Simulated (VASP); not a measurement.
Write the native input for VASP 6.6.1 that does the following.

```
Task                   : relaxation of cell and atoms
Functional             : PBE
Potentials or basis    : VASP PAW PBE potentials, release 64 (Ca_sv, F)
Cutoff                 : 600 eV
k mesh                 : 8 × 8 × 8
Occupations            : gaussian, width 0.03 eV
Spin                   : no spin polarisation
Further INCAR settings : ALGO = Normal; EDIFF = 1e-06; IBRION = 2; EDIFFG = -0.01; NSW = 90; ISIF = 3
```

The structure of CaF2 (Fluorite) lies in POSCAR:

```
CaF2
1.0
    0.0000000000      2.7310000000      2.7310000000
    2.7310000000      0.0000000000      2.7310000000
    2.7310000000      2.7310000000      0.0000000000
Ca F
1 2
Direct
    0.0000000000      0.0000000000      0.0000000000
    0.2500000000      0.2500000000      0.2500000000
    0.7500000000      0.7500000000      0.7500000000
```

One way to write it, as run:

INCAR

```
SYSTEM = CaF2
PREC = Accurate ; ENCUT = 600
EDIFF = 1E-6 ; ISMEAR = 0
SIGMA = 0.03 ; LREAL = .FALSE.
LASPH = .TRUE. ; NELM = 80
ALGO = Normal ; ISIF = 3
LWAVE = .FALSE. ; LCHARG = .FALSE.
GGA = PE ; IBRION = 2
NSW = 90 ; EDIFFG = -0.01
```

KPOINTS

```
Automatic mesh
0
G
  8 8 8
  0 0 0
```

Potentials or basis: VASP PAW PBE potentials, release 64 (Ca_sv, F).

Launch:

```sh
$ cat potpaw_PBE.64/Ca_sv/POTCAR potpaw_PBE.64/F/POTCAR > POTCAR
$ mpirun -np 1 vasp_std > vasp.out
```

Results of the run:

```yaml
Relaxed_volume: 13.98 Å³/atom
Relaxed_cell: a = 3.900 Å, b = 3.900 Å, c = 3.900 Å, α = 60.00°, β = 60.00°, γ = 60.00°
Space_group_after_relaxing_to_0.05_Å: Fm-3m (No. 225)
Energy_gained_by_relaxing: 2.8 meV/atom
Ionic_steps: 2
Pressure_after_relaxing: -0.1 GPa
Band_gap_on_the_k_mesh: 7.11 eV, indirect (least direct gap 7.36 eV)
```

Run time: 17 s on 1 thread of Intel(R) Xeon(R) 6975P-C (Granite Rapids), with other jobs on the host, peak memory 0.19 GiB.
